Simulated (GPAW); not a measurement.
# Al (P6_3/mmc) in GPAW: further runs

The runs below take Al through relaxation of cell and atoms, with PBEsol.

Program: GPAW 26.7.0. These are calculated values, not measurements. Logs are shortened: lines on timing, memory, paths and dates and some standing lists are left out, and cuts for length are marked. The log counts tension as positive stress, the text compression.

**1. The structure**

Symmetry: P6_3/mmc, No. 194, hexagonal system. Conventional cell: a = 2.812 Å, b = 2.812 Å, c = 4.867 Å, α = 90.00°, β = 90.00°, γ = 120.00°. Al (site symmetry -6m2) is surrounded by 12 Al at 2.81 to 2.93 Å.

This isn't the form of Al at room conditions, which is fcc.

**2. Relaxation of cell and atoms, PBEsol**

The input, run.py:

```python
from ase import Atoms
from ase.filters import FrechetCellFilter
from ase.io import write
from ase.optimize import BFGS
from gpaw import GPAW, PW, setup_paths

setup_paths.insert(0, '.')

atoms = Atoms(['Al', 'Al'],
              cell=[[2.8124553515, 0.0, 0.0],
                    [-1.4062276757, 2.4356577814, 0.0],
                    [0.0, 0.0, 4.86685]],
              scaled_positions=[[0.3333333333, 0.6666666667, 0.25],
                                [0.6666666667, 0.3333333333, 0.75]],
              pbc=True)

calc = GPAW(mode=PW(600),
            xc='PBEsol',
            kpts={'size': (11, 11, 6), 'gamma': True},
            occupations={'name': 'fermi-dirac', 'width': 0.05},
            nbands=10,
            convergence={'density': 1e-05, 'forces': 0.0001},
            maxiter=150,
            txt='gpaw.txt')
atoms.calc = calc
opt = BFGS(FrechetCellFilter(atoms), trajectory='relax.traj', logfile='-')
done = opt.run(fmax=0.02, steps=60)
calc.write('gs.gpw')
write('result.traj', atoms)
print('Converged:', done)
print('Cell:', atoms.cell.cellpar().round(4))
print('Volume:', round(atoms.get_volume(), 4))
print(atoms.get_scaled_positions().round(5))
```

Potentials or basis: PAW data sets generated in the run's folder for this functional, pw.

Launch:

```sh
$ gpaw-setup -f PBEsol Al
$ OMP_NUM_THREADS=1 python run.py
```

gpaw.txt:

```text
__  _  _
 | _ |_)|_||  |
 |__||  | ||/\| - 26.7.0

Input parameters:
  mode=PW(ecut=600.0),
  convergence={'density': 1e-05, 'forces': 0.0001},
  kpts=MonkhorstPack(size=(11, 11, 6), gamma=True),
  maxiter=150,
  nbands=10,
  occupations=Occupations(name='fermi-dirac', width=0.05),
  xc=XC(name='PBEsol')

Diagonalizing LCAO Hamiltonian
Converting LCAO to pw mode

          Al

        Al

Atoms  # Å, Bohr magnetons
|   | symbol |         x |        y |        z |    initial magnetic moments |
|---|--------|-----------|----------|----------|-----------------------------|
| 0 |     Al | -0.000000 | 1.623772 | 1.216713 | ( 0.0000,  0.0000,  0.0000) |
| 1 |     Al |  1.406228 | 0.811886 | 3.650138 | ( 0.0000,  0.0000,  0.0000) |

Unit cell  # Å
| periodic |         x |        y |        z |  lengths |     angles |
|----------|-----------|----------|----------|----------|------------|
|      yes |  2.812455 | 0.000000 | 0.000000 | 2.812455 |  90.000000 |
|      yes | -1.406228 | 2.435658 | 0.000000 | 2.812455 |  90.000000 |
|      yes |  0.000000 | 0.000000 | 4.866850 | 4.866850 | 120.000000 |

Number of symmetries: 12
Symmetry operations  # r_c * U_cc + t_c -> r_c
|    | kind |            matrix            |
|----|------|------------------------------|
|  0 |  σ   |  1, 1, 0,  0,-1, 0,  0, 0, 1 |
|  1 |  S6  |  1, 1, 0, -1, 0, 0,  0, 0,-1 |
|  2 |  E   |  1, 0, 0,  0, 1, 0,  0, 0, 1 |
|  3 |  C2  |  1, 0, 0, -1,-1, 0,  0, 0,-1 |
|  4 |  C2  |  0, 1, 0,  1, 0, 0,  0, 0,-1 |
|  5 |  C3  |  0, 1, 0, -1,-1, 0,  0, 0, 1 |
|  6 |  S6  |  0,-1, 0,  1, 1, 0,  0, 0,-1 |
|  7 |  σ   |  0,-1, 0, -1, 0, 0,  0, 0, 1 |
|  8 |  σ   | -1, 0, 0,  1, 1, 0,  0, 0, 1 |
[... 112 lines left out ...]
SCF iterations
|iter     | |      energy | eigst |  dens |force |
|---------|-|-------------|-------|-------|------|
|iter:   1| |   -8.120967 | -0.24 |       |      |
|iter:   2| |   -8.120224 | -3.32 | -0.99 |      |
|iter:   3| |   -8.109321 | -3.24 | -1.01 |      |
|iter:   4| |   -8.109096 | -3.94 | -1.58 |      |
|iter:   5| |   -8.109112c| -5.89 | -2.95 |      |
|iter:   6| |   -8.109115c| -6.50 | -3.35 |      |
|iter:   7| |   -8.109115c| -8.00c| -4.35 |      |
|iter:   8| |   -8.109115c| -8.84c| -4.85 |      |
|iter:   9| |   -8.109115c|-10.18c| -5.81c|      |
|iter:  10| |   -8.109115c|-11.14c| -6.25c|-5.58c|

Converged in 10 steps
Energy contributions relative to reference atoms: (reference = -13180.255454)

Energy contributions:
  Kinetic:           7.994602
  Coulomb:          -4.213408
  Zero:             -0.013866
  External:          0.000000
  Xc:              -11.874179
  Entropy:          -0.004527
  Spinorbit:         0.000000
  ----------------------------
  Free energy:      -8.111379
  Extrapolated:     -8.109115
[... 18 lines left out ...]
No gap
No difference between direct/indirect transitions

Stress tensor  # eV/Ang^3
|         x |         y |        z |
|-----------|-----------|----------|
| -0.002215 |  0.000000 | 0.000000 |
|  0.000000 | -0.002215 | 0.000000 |
|  0.000000 |  0.000000 | 0.026602 |

Forces  # eV/Ang
|        x |        y |        z |
|----------|----------|----------|
|  0.00000 |  0.00000 |  0.00000 |  # Al   0
| -0.00000 | -0.00000 | -0.00000 |  # Al   1

Interpolating wave functions to new cell

          Al
[... 141 lines left out ...]
SCF iterations
|iter     | |      energy | eigst |  dens |force |
|---------|-|-------------|-------|-------|------|
|iter:   1| |   -8.111886 | -3.49 |       |      |
|iter:   2| |   -8.111875 | -7.46c| -2.46 |      |
|iter:   3| |   -8.111800c| -6.14 | -2.48 |      |
|iter:   4| |   -8.111796c| -7.00 | -3.17 |      |
|iter:   5| |   -8.111796c| -7.60c| -4.27 |      |
|iter:   6| |   -8.111796c| -8.23c| -4.94 |      |
|iter:   7| |   -8.111796c| -9.04c| -5.68c|      |
|iter:   8| |   -8.111796c| -9.91c| -6.24c|-5.55c|

Converged in 8 steps
Energy contributions relative to reference atoms: (reference = -13180.255454)

Energy contributions:
  Kinetic:           8.128523
  Coulomb:          -4.308698
  Zero:             -0.014002
  External:          0.000000
  Xc:              -11.915334
  Entropy:          -0.004569
  Spinorbit:         0.000000
  ----------------------------
  Free energy:      -8.114081
  Extrapolated:     -8.111796
[... 18 lines left out ...]
No gap
No difference between direct/indirect transitions

Stress tensor  # eV/Ang^3
|         x |         y |        z |
|-----------|-----------|----------|
| -0.002318 |  0.000000 | 0.000000 |
|  0.000000 | -0.002318 | 0.000000 |
|  0.000000 |  0.000000 | 0.024024 |

Forces  # eV/Ang
|        x |        y |        z |
|----------|----------|----------|
|  0.00000 | -0.00000 | -0.00000 |  # Al   0
| -0.00000 |  0.00000 |  0.00000 |  # Al   1

Interpolating wave functions to new cell

          Al
[... 141 lines left out ...]
SCF iterations
|iter     | |      energy | eigst |  dens |force |
|---------|-|-------------|-------|-------|------|
|iter:   1| |   -8.135404 | -1.70 |       |      |
|iter:   2| |   -8.134681 | -5.61 | -1.52 |      |
|iter:   3| |   -8.129420 | -4.27 | -1.55 |      |
|iter:   4| |   -8.129154 | -5.09 | -2.21 |      |
|iter:   5| |   -8.129156c| -6.69 | -3.35 |      |
|iter:   6| |   -8.129156c| -7.78c| -3.98 |      |
|iter:   7| |   -8.129156c| -8.43c| -4.71 |      |
|iter:   8| |   -8.129156c| -9.40c| -5.41c|      |
|iter:   9| |   -8.129156c|-10.28c| -5.96c|-4.37c|

Converged in 9 steps
Energy contributions relative to reference atoms: (reference = -13180.255454)

Energy contributions:
  Kinetic:           9.539003
  Coulomb:          -5.344044
  Zero:             -0.015268
  External:          0.000000
  Xc:              -12.306415
  Entropy:          -0.004865
  Spinorbit:         0.000000
  ----------------------------
  Free energy:      -8.131589
  Extrapolated:     -8.129156
[... 18 lines left out ...]
No gap
No difference between direct/indirect transitions

Stress tensor  # eV/Ang^3
|         x |         y |        z |
|-----------|-----------|----------|
| -0.008097 |  0.000000 | 0.000000 |
|  0.000000 | -0.008097 | 0.000000 |
|  0.000000 |  0.000000 | 0.005318 |

Forces  # eV/Ang
|        x |       y |        z |
|----------|---------|----------|
|  0.00000 | 0.00000 | -0.00000 |  # Al   0
| -0.00000 | 0.00000 |  0.00000 |  # Al   1

Interpolating wave functions to new cell

          Al
[... 141 lines left out ...]
SCF iterations
|iter     | |      energy | eigst |  dens |force |
|---------|-|-------------|-------|-------|------|
|iter:   1| |   -8.129819 | -2.58 |       |      |
|iter:   2| |   -8.129714 | -6.56 | -1.94 |      |
|iter:   3| |   -8.128957c| -5.17 | -1.97 |      |
|iter:   4| |   -8.128917c| -6.02 | -2.63 |      |
|iter:   5| |   -8.128917c| -7.68c| -3.87 |      |
|iter:   6| |   -8.128917c| -7.46c| -4.41 |      |
|iter:   7| |   -8.128917c| -8.48c| -5.18c|      |
|iter:   8| |   -8.128917c| -9.24c| -5.90c|-4.66c|

Converged in 8 steps
Energy contributions relative to reference atoms: (reference = -13180.255454)

Energy contributions:
  Kinetic:          10.039142
  Coulomb:          -5.717954
  Zero:             -0.015690
  External:          0.000000
  Xc:              -12.431784
  Entropy:          -0.005263
  Spinorbit:         0.000000
  ----------------------------
  Free energy:      -8.131548
  Extrapolated:     -8.128917
[... 18 lines left out ...]
No gap
No difference between direct/indirect transitions

Stress tensor  # eV/Ang^3
|         x |         y |         z |
|-----------|-----------|-----------|
| -0.005665 |  0.000000 | -0.000000 |
|  0.000000 | -0.005665 | -0.000000 |
| -0.000000 | -0.000000 | -0.010763 |

Forces  # eV/Ang
|        x |        y |        z |
|----------|----------|----------|
|  0.00000 |  0.00000 |  0.00001 |  # Al   0
| -0.00000 | -0.00000 | -0.00001 |  # Al   1

Interpolating wave functions to new cell

          Al
[... 141 lines left out ...]
SCF iterations
|iter     | |      energy | eigst |  dens |force |
|---------|-|-------------|-------|-------|------|
|iter:   1| |   -8.130495 | -3.17 |       |      |
|iter:   2| |   -8.130472 | -6.87 | -2.25 |      |
|iter:   3| |   -8.130311c| -5.62 | -2.28 |      |
|iter:   4| |   -8.130307c| -6.42 | -2.93 |      |
|iter:   5| |   -8.130307c| -7.98c| -4.00 |      |
|iter:   6| |   -8.130307c| -8.16c| -4.75 |      |
|iter:   7| |   -8.130307c| -9.04c| -5.33c|      |
|iter:   8| |   -8.130307c| -9.86c| -6.20c|-4.99c|

Converged in 8 steps
Energy contributions relative to reference atoms: (reference = -13180.255454)

Energy contributions:
  Kinetic:           9.634474
  Coulomb:          -5.414966
  Zero:             -0.015367
  External:          0.000000
  Xc:              -12.331987
  Entropy:          -0.004923
  Spinorbit:         0.000000
  ----------------------------
  Free energy:      -8.132769
  Extrapolated:     -8.130307
[... 18 lines left out ...]
No gap
No difference between direct/indirect transitions

Stress tensor  # eV/Ang^3
|         x |         y |         z |
|-----------|-----------|-----------|
| -0.005366 |  0.000000 | -0.000000 |
|  0.000000 | -0.005366 | -0.000000 |
| -0.000000 | -0.000000 | -0.002315 |

Forces  # eV/Ang
|        x |       y |        z |
|----------|---------|----------|
| -0.00000 | 0.00000 | -0.00000 |  # Al   0
|  0.00000 | 0.00000 |  0.00000 |  # Al   1

Interpolating wave functions to new cell

          Al
[... 141 lines left out ...]
SCF iterations
|iter     | |      energy | eigst |  dens |force |
|---------|-|-------------|-------|-------|------|
|iter:   1| |   -8.130614 | -4.33 |       |      |
|iter:   2| |   -8.130613 | -7.65c| -2.93 |      |
|iter:   3| |   -8.130604c| -6.60 | -2.96 |      |
|iter:   4| |   -8.130604c| -7.35 | -3.53 |      |
|iter:   5| |   -8.130604c| -8.11c| -4.48 |      |
|iter:   6| |   -8.130604c| -8.82c| -5.08c|      |
|iter:   7| |   -8.130604c| -9.59c| -5.80c|-5.61c|

Converged in 7 steps
Energy contributions relative to reference atoms: (reference = -13180.255454)

Energy contributions:
  Kinetic:           9.433408
  Coulomb:          -5.264766
  Zero:             -0.015210
  External:          0.000000
  Xc:              -12.281573
  Entropy:          -0.004926
  Spinorbit:         0.000000
  ----------------------------
  Free energy:      -8.133067
  Extrapolated:     -8.130604
[... 18 lines left out ...]
No gap
No difference between direct/indirect transitions

Stress tensor  # eV/Ang^3
|         x |         y |         z |
|-----------|-----------|-----------|
| -0.004118 |  0.000000 |  0.000000 |
|  0.000000 | -0.004118 | -0.000000 |
|  0.000000 | -0.000000 | -0.000404 |

Forces  # eV/Ang
|        x |        y |        z |
|----------|----------|----------|
| -0.00000 | -0.00000 |  0.00000 |  # Al   0
|  0.00000 |  0.00000 | -0.00000 |  # Al   1

Interpolating wave functions to new cell

          Al
[... 141 lines left out ...]
SCF iterations
|iter     | |      energy | eigst |  dens |force |
|---------|-|-------------|-------|-------|------|
|iter:   1| |   -8.130957 | -3.75 |       |      |
|iter:   2| |   -8.130952 | -7.09 | -2.65 |      |
|iter:   3| |   -8.130913c| -6.04 | -2.67 |      |
|iter:   4| |   -8.130911c| -6.82 | -3.25 |      |
|iter:   5| |   -8.130911c| -8.30c| -4.16 |      |
|iter:   6| |   -8.130911c| -8.89c| -4.91 |      |
|iter:   7| |   -8.130911c| -9.48c| -5.39c|      |
|iter:   8| |   -8.130911c|-10.39c| -6.62c|-4.99c|

Converged in 8 steps
Energy contributions relative to reference atoms: (reference = -13180.255454)

Energy contributions:
  Kinetic:           9.069559
  Coulomb:          -4.993203
  Zero:             -0.014934
  External:          0.000000
  Xc:              -12.189826
  Entropy:          -0.005015
  Spinorbit:         0.000000
  ----------------------------
  Free energy:      -8.133419
  Extrapolated:     -8.130911
[... 18 lines left out ...]
No gap
No difference between direct/indirect transitions

Stress tensor  # eV/Ang^3
|         x |         y |         z |
|-----------|-----------|-----------|
| -0.000890 |  0.000000 |  0.000000 |
|  0.000000 | -0.000890 | -0.000000 |
|  0.000000 | -0.000000 |  0.001015 |

Forces  # eV/Ang
|        x |       y |        z |
|----------|---------|----------|
|  0.00000 | 0.00000 | -0.00000 |  # Al   0
| -0.00000 | 0.00000 |  0.00000 |  # Al   1

# Writing to gs.gpw (mode='')
```

It took 59 s on 1 thread of Arm Neoverse V2, shared host; peak memory 0.25 GiB.

What came out:

```
Free energy                            : -8.1334 eV
Relaxed volume                         : 16.34 Å³/atom
Relaxed cell                           : a = 2.835 Å, b = 2.835 Å, c = 4.694 Å, α = 90.00°, β = 90.00°, γ = 120.00°
Space group after relaxing (to 0.05 Å) : P6_3/mmc (No. 194)
Energy gained by relaxing              : 10.9 meV/atom
Ionic steps                            : 7
Pressure after relaxing                : 0.0 GPa
Band gap on the k mesh                 : none (metal or under the smearing width)
```

The path:
```tsv
step	energy change (eV)	largest force (eV/Å)	pressure (GPa)	volume (Å³)
1	0.0000	0.0000	-1.18	33.34
2	-0.0027	0.0000	-1.04	33.25
3	-0.0200	0.0000	0.58	32.47
4	-0.0198	0.0000	1.18	32.24
5	-0.0212	0.0000	0.70	32.42
6	-0.0215	0.0000	0.46	32.51
7	-0.0218	0.0000	0.04	32.68
```

Final structure:
```
CELL_PARAMETERS angstrom
2.83537 0.00000 0.00000
-1.41769 2.45550 0.00000
0.00000 0.00000 4.69386
ATOMIC_POSITIONS crystal
Al 0.33333 0.66667 0.25000
Al 0.66667 0.33333 0.75000
```

Caveat: later steps reuse the first step's grids.

**3. Relaxation of cell and atoms, PBEsol, target pressure 2 GPa, at which the enthalpy is minimised**

run.py: that of step 2 with these lines changed.

```diff
@@ -4,2 +4,3 @@
 from ase.optimize import BFGS
+from ase.units import GPa
 from gpaw import GPAW, PW, setup_paths
@@ -25,3 +26,3 @@
 atoms.calc = calc
-opt = BFGS(FrechetCellFilter(atoms), trajectory='relax.traj', logfile='-')
+opt = BFGS(FrechetCellFilter(atoms, scalar_pressure=2 * GPa), trajectory='relax.traj', logfile='-')
 done = opt.run(fmax=0.02, steps=60)
```

Potentials or basis: PAW data sets generated in the run's folder for this functional, pw.

Launch:

```sh
$ gpaw-setup -f PBEsol Al
$ OMP_NUM_THREADS=1 python run.py
```

Run time: 55 s. Hardware: 1 thread of Arm Neoverse V2, shared host; peak memory 0.25 GiB.

It converged, with:

- Free energy: -8.1288 eV
- Relaxed volume: 15.97 Å³/atom
- Relaxed cell: a = 2.815 Å, b = 2.815 Å, c = 4.653 Å, α = 90.00°, β = 90.00°, γ = 120.00°
- Space group after relaxing (to 0.05 Å): P6_3/mmc (No. 194)
- Energy change on relaxing (the enthalpy is what falls): -8.6 meV/atom
- Ionic steps: 7
- Pressure after relaxing: 2.0 GPa
- Band gap on the k mesh: none (metal or under the smearing width)

Step by step:
| step | energy change (eV) | largest force (eV/Å) | pressure (GPa) | volume (Å³) |
| --- | --- | --- | --- | --- |
| 1 | 0.0000 | 0.0000 | -1.18 | 33.34 |
| 2 | -0.0035 | 0.0000 | -0.70 | 33.10 |
| 3 | -0.0073 | 0.0000 | 3.05 | 31.59 |
| 4 | -0.0080 | 0.0000 | 3.29 | 31.50 |
| 5 | -0.0130 | 0.0000 | 2.81 | 31.65 |
| 6 | -0.0164 | 0.0000 | 2.16 | 31.88 |
| 7 | -0.0172 | 0.0000 | 2.00 | 31.93 |

Final structure:
```
Al
1.0
     2.81502    0.00000    0.00000
    -1.40751    2.43788    0.00000
     0.00000    0.00000    4.65338
Al
2
Direct
  0.33333 0.66667 0.25000
  0.66667 0.33333 0.75000
```

Levels at points of the mesh, in eV from the Fermi level:
| k point | band 1 | band 2 | band 3 | band 4 | band 5 | band 6 |
| --- | --- | --- | --- | --- | --- | --- |
| (0.00, 0.00, 0.00) | -11.38 | -4.81 | -4.59 | 11.03 | 11.03 | 11.30 |
| (0.00, 0.00, 0.50) | -9.68 | -9.68 | 3.26 | 3.26 | 12.17 | 12.17 |

Caveat: later steps reuse the first step's grids.
